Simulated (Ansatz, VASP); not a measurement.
# C31N (N_C): VASP beside Ansatz

Wanted: the spread between two codes on one cell, functional and k mesh. The cell is taken from a series of runs on this material, whose earlier steps may have relaxed, scaled, displaced or heated it; both programs get it as it stands.

Calculated with Ansatz 0.2.0; plane waves, with VASP 6.6.1 beside it; single point at HSE06.

## Step 1: The structure

The cell holds 32 atoms: 31 C and 1 N. Its edges and angles: a = 6.155 Å, b = 6.155 Å, c = 6.155 Å, α = 109.5°, β = 109.5°, γ = 109.5°. It derives from C (C (Fd-3m)). Nearest the centre at fractional (0.250, 0.250, 0.250): N32 at 0.00 Å, C1 at 1.54 Å, C6 at 1.54 Å, C7 at 1.55 Å, C10 at 1.55 Å, C28 at 2.51 Å, C20 at 2.51 Å, C18 at 2.51 Å. The cell carries charge +1.

Coordinates:

```xyz
32
Lattice="-3.5538 3.5538 3.5538 3.5538 -3.5538 3.5538 3.5538 3.5538 -3.5538" Properties=species:S:1:pos:R:3 pbc="T T T"
C     3.5493    3.5501    3.5540
C     3.5530    1.7782   -1.7709
C     3.5532   -0.0001    0.0039
C     3.5531   -1.7752    1.7826
C     1.7778    3.5537   -1.7711
C     1.7814    1.7818    0.0006
C     1.7818   -0.0038    1.7866
C     1.7781   -1.7751    3.5576
C    -0.0005    3.5538    0.0041
C    -0.0049    1.7828    1.7868
C     3.5528    3.5535    0.0041
C     3.5534    1.7786    1.7824
C    -1.7761    3.5536    1.7827
C    -1.7758    1.7786    3.5580
C     1.7778    3.5534    1.7827
C     1.7783    1.7785    3.5582
C     2.6681    2.6687   -2.6537
C     2.6631    0.8824   -0.8811
C     2.6630   -0.8851    0.8871
C     2.6679   -2.6579    2.6728
C     0.8821    2.6636   -0.8809
C     4.4358    2.6684   -0.8859
C     4.4425    0.8893    0.8933
C    -0.8859    2.6639    0.8868
C     2.6679    4.4365   -0.8861
C     2.6630    2.6634    0.9000
C     2.6631    0.8955    2.6677
C    -2.6586    2.6686    2.6729
C     0.8886    4.4430    0.8933
C     0.8953    2.6634    2.6679
C     0.8886    0.8893    4.4473
N     0.8889    0.8895    0.8931
```

## Step 2: VASP: single point, HSE06

A single point gives forces, pressure and levels at one fixed geometry, so differences don't come from the geometry; what else differs is listed under the comparison.

Lines of VASP's logs that name or quote its potential files are left out, and so is its time.

The run reads the wave functions of an earlier VASP run, which isn't shown here.

The input, INCAR:

```
SYSTEM = C31N
PREC = Accurate
ENCUT = 520
EDIFF = 1E-06
NELM = 100
ISMEAR = 0
SIGMA = 0.01
LREAL = Auto
ALGO = Normal
LHFCALC = .TRUE.
AEXX = 0.25
GGA = PE
HFSCREEN = 0.208
LASPH = .TRUE.
NELECT = 128
NBANDS = 86
PRECFOCK = Fast
LORBIT = 11
LWAVE = .FALSE.
LCHARG = .FALSE.
ISIF = 2
ISYM = 0
```

The input, POSCAR:

```
C31N
1.0
   -3.5537618609      3.5537618609      3.5537618609
    3.5537618609     -3.5537618609      3.5537618609
    3.5537618609      3.5537618609     -3.5537618609
C N
31 1
Direct
    0.9995218841      0.9994093899      0.9988622117
    0.0010348297      0.2507398875      0.7500882334
    0.0005351409      0.5004771322      0.4999089925
    0.0010446700      0.7507111831      0.2501351739
    0.2508101270      0.0009465795      0.7501300919
    0.2507778940      0.2507278957      0.5013281223
    0.2508433487      0.5020686008      0.2501675242
    0.2508001450      0.7507108193      0.0004194721
    0.5005797187      0.0004958771      0.4999300017
    0.5022246345      0.2507099631      0.2501472539
    0.5005396607      0.5004417015      0.9998323381
    0.5010146814      0.7507268940      0.7501820422
    0.7508011419      0.0009387096      0.2500885332
    0.7508317458      0.2507420670      0.0003945484
    0.7507692706      0.5009471052      0.7500874468
    0.7508503484      0.7508152584      0.5004242114
    0.0021082630      0.0020162663      0.7508630178
    0.0001821047      0.2507204471      0.4988274264
    0.0002765060      0.4994850389      0.2501473854
    0.0020942146      0.7514102459      0.0014036211
    0.2508296032      0.0001735050      0.4988732667
    0.2507874139      0.4994564696      0.9995262680
    0.2508013484      0.7507231081      0.7501568891
    0.4995713585      0.0001266749      0.2501563999
    0.4995307497      0.2506930857      0.9995709002
    0.5013467988      0.5012992667      0.7494020419
    0.5013346031      0.7500252194      0.5006810006
    0.7515218437      0.0020126898      0.0013996930
    0.7507971581      0.2507118766      0.7501377331
    0.7500878777      0.5013280466      0.5006914693
    0.7508380634      0.7507282614      0.2501412187
    0.2508028368      0.2507137797      0.2502075175
```

The input, KPOINTS:

```
Automatic mesh
0
Gamma
1 1 1
0.25 0.25 0.25
```

The projector-augmented-wave data sets are C and N (PBE family, release 64).

The run is started by

```console
$ export OMP_NUM_THREADS=3
$ mpirun -np 1 vasp_std
```

Numbers of over 12 decimals in the logs are rounded to 6 here.

The log of the run:

```text
[banner, memory and clock lines left out]
running    1 mpi-ranks, on    1 nodes
[...]
Offloading initialized ...    1 GPUs detected
[...]
LDA part: xc-table for (Slater+PW92), standard interpolation
|                                                                             |
|           W    W    AA    RRRRR   N    N  II  N    N   GGGG   !!!           |
|           W    W   A  A   R    R  NN   N  II  NN   N  G    G  !!!           |
|           W    W  A    A  R    R  N N  N  II  N N  N  G       !!!           |
|           W WW W  AAAAAA  RRRRR   N  N N  II  N  N N  G  GGG   !            |
|           WW  WW  A    A  R   R   N   NN  II  N   NN  G    G                |
|           W    W  A    A  R    R  N    N  II  N    N   GGGG   !!!           |
|                                                                             |
|     Your generating k-point grid is not commensurate with the symmetry      |
|     of the lattice. This can cause slow convergence with respect to         |
|     k-points for HF-type calculations.                                      |
[...]
|      ) and/or shift your grid to Gamma (G) (e.g. required for               |
|        hexagonal, fcc, and fcc-orthorhombic lattices).                      |
|      ) and/or set KBLOWUP = .FALSE.                                         |
|                                                                             |

 found WAVECAR, reading the header
 POSCAR, INCAR and KPOINTS ok, starting setup
[...]
reading WAVECAR
 the WAVECAR file was read successfully
 initial charge from wavefunction
 entering main loop
       N       E                     dE             d eps       ncg     rms          rms(c)
DAV:   1    -0.345381982963E+03   -0.34538E+03   -0.42066E+00   180   0.789E+00    0.296E+00
DAV:   2    -0.345395299278E+03   -0.13316E-01   -0.79285E-02   208   0.101E+00    0.177E+00
DAV:   3    -0.345385657204E+03    0.96421E-02   -0.68632E-03   200   0.303E-01    0.967E-01
DAV:   4    -0.345382929012E+03    0.27282E-02   -0.22523E-03   194   0.173E-01    0.513E-01
[...]
DAV:   9    -0.345381900935E+03    0.48014E-05   -0.21165E-06   122   0.631E-03    0.237E-02
DAV:  10    -0.345381899783E+03    0.11520E-05   -0.83858E-07   114   0.433E-03    0.126E-02
DAV:  11    -0.345381899631E+03    0.15219E-06   -0.19022E-07   120   0.205E-03
   1 F= -.34538190E+03 E0= -.34538190E+03  d E =-.249019E-25
```

From OUTCAR (step 2):

```text
  Total      -19.7674726    -19.7608441    -19.7122199     -0.0239979     -0.0100082     -0.0197477
  in kB     -176.4155122   -176.3563561   -175.9224077     -0.2141703     -0.0893184     -0.1762386
  external PRESSURE =    -176.2314254 kB  Pullay stress =       0.0000000 kB

 POSITION                                       TOTAL-FORCE (eV/Angst)
 -----------------------------------------------------------------------------------
      3.54932      3.55012      3.55401         0.037347      0.031075      0.037283
      3.55303      1.77824     -1.77089        -0.004910      0.000884     -0.004049
      3.55323     -0.00012      0.00392         0.007094     -0.009870     -0.006138
      3.55306     -1.77522      1.78264        -0.007189      0.010220     -0.007343
      1.77783      3.55374     -1.77110        -0.005420     -0.009006      0.005428
      1.78142      1.78178      0.00063        -0.021511     -0.018512      0.020675
      1.78183     -0.00376      1.78663        -0.036512      0.023879     -0.027067
      1.77805     -1.77507      3.55764        -0.016183     -0.002953     -0.003965
     -0.00055      3.55381      0.00407        -0.011201      0.002964     -0.016078
     -0.00486      1.78279      1.78679         0.046167     -0.041523     -0.032494
      3.55282      3.55351      0.00408         0.002637     -0.000125     -0.001843
      3.55339      1.77855      1.78242        -0.003308      0.001410      0.016309
     -1.77608      3.55359      1.78275         0.012487     -0.002879     -0.014560
     -1.77580      1.77860      3.55795         0.003301     -0.013272     -0.014774
[...]
-----------------------------------------------------------------------------------
    total drift:                               -0.018325     -0.036963     -0.246027

  FREE ENERGIE OF THE ION-ELECTRON SYSTEM (eV)
  ---------------------------------------------------
  free  energy   TOTEN  =      -345.3818996307 eV

  energy  without entropy=     -345.3818996307  energy(sigma->0) =     -345.38189963

[... 3 further parts left out ...]
[key lines of the parts left out:]
E-fermi :   7.4966
```

The cell is charged against a uniform background. The k-mesh is coarse for exact exchange; levels may shift by about 0.1 eV on a finer one.

(Part 1 of 2 ends here.)

[Lines on the potential files, build, host, timing and source positions are cut from VASP's logs without a mark.]

[Logs are printed without paths, hosts, clocks, repeated set-up lines and the standing remarks that a program may print on its own settings, such as how far it seeks lower states.]

[Hosts, paths, dates, database ids (printed as entryN), source tags and the programs' standing remarks are cut or masked in the printed files.]
